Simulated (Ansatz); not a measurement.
# Ge (Fd-3m) in Ansatz: single point with PBE0

Aim: the single point of Ge with PBE0.

Everything below comes from runs of Ansatz 0.2.0. Logs are shortened: lines on timing, memory, paths and dates and some standing lists are left out, and cuts for length are marked.

**The experiment to reproduce.**

From “Electronic and optical properties of SixGe1-x-ySny alloys lattice-matched to Ge”, 2021, arxiv:2109.02782, for a bulk crystal of Ge at 300 K: band gap 0.807 eV (direct).

The runs below are set against these values where they give the same quantity.

## Step 1: Starting point

The structure is cubic, space group Fd-3m (No. 227). The conventional cell has a = 5.658 Å, b = 5.658 Å, c = 5.658 Å, α = 90.00°, β = 90.00°, γ = 90.00°. Around Ge (site symmetry -43m) lie 4 Ge at 2.45 Å.

## Step 2: Single point, PBE0

Contents of input:

```
crystal:
  lattice:
    - [0.0, 2.82891, 2.82891]
    - [2.82891, 0.0, 2.82891]
    - [2.82891, 2.82891, 0.0]
  atoms:
    - { symbol: Ge, position: [0.75, 0.75, 0.75] }
    - { symbol: Ge, position: [0.5, 0.5, 0.5] }
hamiltonian:
  xc: pbe0
  pseudopotentials: { kind: paw }
kpoints:
  mp_grid: { grid: [6, 6, 6] }
scf:
  occupations: { method: fermi_dirac, width: 0.05 }
output:
  forces: true
  stress: true
  eigenvalues: true
```

Potentials or basis: Ansatz PAW.

The log of the run:

```text
Warning: output.stress: scf.convergence.dr2_threshold = 1e-7 eV (the SCF's general default) is looser than the 2e-10 eV advised for a printed stress (1e-10 eV for each atom of the cell: 2). What an SCF threshold leaves in a stress goes as its square root, and in the free energy as the threshold itself, and one threshold admits the most on a small cell: of the crystals measured, under no hybrid functional and no lock of the moments, on runs that ended without the residual-converged pass, on stresses that held no estimate of that error, the worst erred by over 100 MPa in a component at 1e-7 eV an atom and by under 5 at 1e-10. Set scf.convergence.dr2_threshold to 2e-10 eV or tighter. The threshold is an SCF's pass mark: one that does not reach it within its budget of iterations ends unconverged, or closes short of it on a stop that the run arms, and scf.convergence.dr2_threshold's page says what that costs each kind of run
Warning: output.stress: scf.exx.energy_threshold = 1e-6 eV is looser than the 2e-8 eV advised for a stress under a hybrid functional (1e-8 eV for each atom of the cell: 2). Every SCF of the exchange loop can meet its threshold on dr2 while the loop round them stops early: no threshold on dr2 bounds what that leaves in the stress. Set scf.exx.energy_threshold to 2e-8 eV or tighter. The threshold is the loop's pass mark: a loop that does not reach it within its budget of cycles ends unconverged, and scf.exx.energy_threshold's page has the law
GPUs: using 1 of 1 available (devices: 1).
Engine: ansatz 0.2.0, x86_64-unknown-linux-gnu
Pseudopotentials: kind: paw
Pseudopotential: Ge, paw, valence charge 14, recommended cutoff 420 eV (normal), Ge.paw.azcp
Functional definition: PBE0
  parameter a = 0.25
  parameter kappa = 0.804
  parameter beta = 0.06672455060314922
  exchange = (1 - a)*pbe_x(kappa = kappa, mu = beta*pi^2/3) + a*exact_x
  correlation = pbe_c(beta = beta)
device memory: the entry about to start is reckoned to put 0.5 GiB on a device that reports 24.9 GiB free (of which the cap on the GPU budget leaves the run 18.0 GiB)
GPU FFT provider: cuFFT
GPU libraries: cuBLAS 13.8.2, cuFFT 12.4.0, cuSOLVER 12.3.4
Crystal: 2 atoms, lattice volume = 45.278 Å³
Basis set: ecut = 420 eV, 893 PW (Γ), exchange–correlation on 54×54×54 points (8 copies of the dense FFT grid, shifted against one another)
Bands: 18, of which v1, the nominal top of the filled ones, is band 14 counted from 1 (13 counted from 0)
Symmetry: 48 space group operations
Space group: Fd-3m (ITA 227), of the structure as read, at distance tolerance 3.6e-5 Å
k-points: 16 of 216
Non-local potential: Ge, projectors of the file, l = 0: 2, l = 1: 2, l = 2: 3, l = 3: 1
PAW form: soft (Blöchl's): semilocal exchange-correlation on the pseudo side does not see the compensation charge
PAW frozen core: Ge, regenerated for the run's functional, and the local potential with it (the file was generated under x = pbe(κ = 0.804, μ = 0.2195149727645171), c = pbe(β = 0.06672455060314922))
PAW one-centre angular grid: Ge, 590 points (default); XC on 64 Gauss nodes
Initial density: superposition of atomic densities (neutral atoms: chi_scale 0, normalization atom), corrected by the library's trained network
Initial wavefunctions: pseudopotential atomic-orbital guess
GPU buffer pool allocated for 19683 grid points (all kernels)
GPU transforms: local potential and band sums: pruned to the plane-wave sphere, on 25×27×27
Functional: x = pbe(κ = 0.804, μ = 0.2195149727645171), c = pbe(β = 0.06672455060314922), warm-up for x = 0.75 pbe(κ = 0.804, μ = 0.2195149727645171) + 0.25 exact, c = pbe(β = 0.06672455060314922)
SCF iter   1: F=—  HF=-8589.897005 eV  |F-HF|=—  |Δ(HF+E_count)|=         —  Δρ=7.06e-4  dr2=2.23e-4  ethr=1.77e-3  ⟨swp⟩=5.8  Hψ=1079  notcnv=0
preconditioner: auto → Kerker (q_TF=auto, 2.518 Å⁻¹)  [metal: Δε(μ)=0.146 eV  Ē_g=23.422 eV  σ=0.050 eV  W_gap=0.49  n_scr=14 (ndim 8)  ℏωp=29.2 eV  f_vac=0.074  D(μ)=0.20/eV (n_scr^D=0)]
SCF iter   2: F=—  HF=-8589.897372 eV  |F-HF|=—  |Δ(HF+E_count)|=   3.66e-4  Δρ=4.60e-4  dr2=1.19e-4  ethr=7.96e-7  ⟨swp⟩=3.9  Hψ=799  notcnv=0
SCF iter   3: F=—  HF=-8589.897473 eV  |F-HF|=—  |Δ(HF+E_count)|=   1.02e-4  Δρ=1.58e-4  dr2=2.04e-5  ethr=4.27e-7  ⟨swp⟩=3.0  Hψ=581  notcnv=0
SCF iter   4: F=—  HF=-8589.897484 eV  |F-HF|=—  |Δ(HF+E_count)|=   1.05e-5  Δρ=8.80e-5  dr2=3.66e-6  ethr=7.29e-8  ⟨swp⟩=3.0  Hψ=744  notcnv=0
iter 5 solved again at ethr=6.42e-10 eV; its pass at ethr=1.31e-8 eV (dr2=1.80e-7 eV) is discarded
[... 40 lines left out ...]
SCF iter   6: F=-8591.665897 eV  HF=-8591.665897 eV  |F-HF|=7.75e-10  |Δ(HF+E_count)|=   1.79e-7  Δρ=2.21e-6  dr2=1.84e-9  ethr=1.00e-12  ⟨swp⟩=5.0  Hψ=970  notcnv=0
SCF 3 converged in 6 iterations: F = -8591.665897 eV  dr2 = 1.84e-9
  Residual-converged pass: ⟨swp⟩=1.1  Hψ=290  notcnv=0  max |occ|·‖R‖ = 2.0e-6 eV (tolerance 2.4e-6 eV)  dr2=1.84e-9  dr2_onsite=3.05e-10  max |Δocc| = 8.3e-19
hybrid outer 2: dexx = +2.349e-6 eV, tail = 5.06e-8 eV, Δε = 5.33e-3 eV (about 2.04e-4 eV left of the loop's levels)
hybrid SCF converged: 2 outer / 13 inner (+7 warm-up), last move |dexx| = 2.35e-6 eV, tail = 5.06e-8 eV
Stability not checked: this state was not tested for a lower state beside it, because the functional holds exact exchange (a hybrid, or Hartree-Fock), whose exchange loop this test does not read (fock_operator; see scf.lower_state_search)
Free energy (F): -8591.665897 eV
Frozen-core exchange: fock
Harris-Foulkes:  -8591.665897 eV  (|F-HF|=7.75e-10)
Internal energy: -8591.665897 eV  (E = F + TS)
E sigma→0 (E₀):  -8591.665897 eV
Entropy (-TS):   -0.000000 eV (-0.000 meV/atom)
Fermi energy:    8.645916 eV
--- Per-component energies (eV) ---
  E_band       = -385.444676
  E_kinetic    = 221.428405
  E_local      = -4946.025067  (includes V_loc(G=0)·N_el)
  E_nonlocal   = 840.205873
  E_hartree    = 2174.848146
  E_xc         = -116.130082
  E_vxc        = -99.593737  (∫ρ·V_xc dr)
  E_exx        = -120.638474  (= α·E_x^exact, valence–valence)
  E_paw        = -3957.414240  (= ΣΔE_a)
  E_vpaw       = -509.882133  (= ΣTr[D̂ρ^β])
  E_aug_tail   = 0.000717  (compensation charges beyond the density's cutoff)
  E_ewald      = -2687.134708
  E_core_change = -0.806467  (= ΣΔE_core)
  E_smearing   = -0.000000  (= −TS)
  E_closure    = -0.000000  (closes the sum)
  Σ components = -8591.665897   (vs F -8591.665897, Δ=-1.82e-12)
--- Forces (eV/Å), atoms counted from 1 ---
  atom   1  Ge    -0.00000000     0.00000000     0.00000000
  atom   2  Ge    -0.00000000     0.00000000     0.00000000
  max |Σ_I F_I| component: 1.11e-16 eV/Å
--- Stress (GPa, compression-positive) ---
        0.768972       0.000000       0.000000
       -0.000000       0.768972       0.000000
       -0.000000      -0.000000       0.768972
  P = ⅓ Tr σ = 0.7690 GPa (7.690 kbar)
--- Band table (eV; the first three rows and the last of 16) ---
  k-point 0: bands = ["-20.0960", "-20.0960", "-20.0960", "-20.0587", "-20.0587", "-19.8500", "-19.8500", "-19.8500", "-19.8322", "-19.8322", "-6.2316", "7.9541", "7.9541", "7.9541", "9.3959", "11.8053", "11.8053", "11.8053"]
  k-point 1: bands = ["-20.1081", "-20.1081", "-20.0918", "-20.0412", "-20.0412", "-19.8650", "-19.8650", "-19.8546", "-19.8203", "-19.8203", "-5.8581", "4.6106", "7.3968", "7.3968", "10.2060", "12.5513", "12.5513", "13.5670"]
  k-point 2: bands = ["-20.1187", "-20.1187", "-20.0834", "-20.0219", "-20.0219", "-19.8780", "-19.8780", "-19.8641", "-19.8112", "-19.8112", "-4.8180", "1.2421", "6.6671", "6.6671", "9.6019", "13.1190", "13.1190", "16.6330"]
  k-point 15: bands = ["-20.1418", "-20.1418", "-20.0144", "-20.0144", "-19.9469", "-19.9469", "-19.9104", "-19.9104", "-19.7850", "-19.7850", "-1.7997", "-1.7997", "3.8118", "3.8118", "11.9604", "11.9604", "16.1609", "16.1609"]
```

Run time: 19 s. Hardware: 1 × NVIDIA H100 80GB HBM3 with 2 threads of AMD EPYC 7R13 (Zen 3), shared host; peak memory 2.2 GiB.

What came out:

```
Free energy            : -8591.6659 eV
Pressure               : 0.8 GPa
Band gap on the k mesh : 1.40 eV, indirect (least direct gap 1.44 eV)
```

Caveat: the PAW data sets come from PBE, with cores solved anew for the run's functional, which leaves a small shift of forces and pressure; the thresholds are loose for stress.

## Step 3: Comparison with measurements

Step 2. Against the measured gap of Ge, 0.807 eV (direct; 300 K; “Electronic and optical properties of SixGe1-x-ySny alloys lattice-matched to Ge”, 2021, arxiv:2109.02782), the calculated 1.40 eV is off by +0.60 eV. 3 values of this kind are on record (0.666 to 0.807 eV); this one was drawn at random among those near their median. Spin-orbit coupling on Ge is left out. The value is that of PBE0 on a finite k mesh, which can miss the band edges, without temperature or zero-point motion.
